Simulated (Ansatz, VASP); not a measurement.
## Au: VASP beside Ansatz

The input INCAR:

```
ALGO     = Normal         # electronic algorithm
EDIFF    = 1E-6           # SCF threshold, eV
EDIFFG   = -0.01          # ionic threshold
ENCUT    = 600            # plane-wave cutoff, eV
GGA      = PS             # functional
IBRION   = 2              # ionic algorithm
ISIF     = 3              # what is computed and relaxed
ISMEAR   = -1             # smearing method
LASPH    = T              # aspherical terms in the spheres
LCHARG   = F              # write CHGCAR
LREAL    = F              # projectors in reciprocal space
LWAVE    = F              # write WAVECAR
NELM     = 60             # most SCF steps
NSW      = 80             # ionic steps
PREC     = Accurate       # precision mode
SIGMA    = 0.1            # smearing width, eV
```

Contents of KPOINTS:

```
k-points
0
Gamma
  13 13 7
```

The input POSCAR:

```
Au
1.0
    2.8837471341      0.0000000000      0.0000000000
   -1.4418735670      2.4973982762      0.0000000000
    0.0000000000      0.0000000000      4.7091590700
Au
2
Direct
    0.3333333333      0.6666666667      0.2500000000
    0.6666666667      0.3333333333      0.7500000000
```

Input for Ansatz:

```yaml
crystal:
  lattice:
    - [2.8837471341, 0.0, 0.0]
    - [-1.441873567, 2.4973982762, 0.0]
    - [0.0, 0.0, 4.70915907]
  atoms:
    - { symbol: Au, position: [0.3333333333, 0.6666666667, 0.25] }
    - { symbol: Au, position: [0.6666666667, 0.3333333333, 0.75] }
hamiltonian:
  xc: pbesol
  pseudopotentials:
    kind: paw
    azcp:
      Au: "pseudopotentials/Au.paw.azcp"
basis:
  ecutwfc: 420
  fft_grid_basis: typed
kpoints:
  mp_grid: { grid: [13, 13, 7], shift: [0, 0, 0] }
magnetization:
  spin_polarized: false
scf:
  occupations: { method: fermi_dirac, width: 0.1 }
relax:
  max_steps: 60
  f_tol: 0.01
  cell: {}
```

The cell was built by a generator and needn't be a form met in nature.

Alike in both runs: task relaxation of cell and atoms; functional PBEsol; k mesh 13 × 13 × 7; occupations fermi-dirac, width 0.1 eV; no spin polarisation.

```csv
,VASP,Ansatz
version,VASP 6.6.1,Ansatz 0.2.0
potentials or method,"VASP PAW PBE potentials, release 64 (Au)","plane waves (420 eV) with PAW, scalar-relativistic"
plane-wave cutoff (eV),600,420
valence electrons in the cell,22,38
```

```csv
,VASP,Ansatz,Ansatz less VASP
relaxed volume (Å³/atom),17.00,17.02,+0.018
relaxed cell length with the largest relative difference (Å),4.788,4.790,+0.0022
energy change over the relaxation (meV/atom),-3,-3,-0.1
```

The two sets of potentials don't hold the same shells in valence. Ansatz warned: «pseudo_functional_mismatch».

Caveats: the PAW data sets were made with another functional, which shifts forces and pressure a little (VASP). Spin-orbit coupling is left out, which matters for the levels of Au.
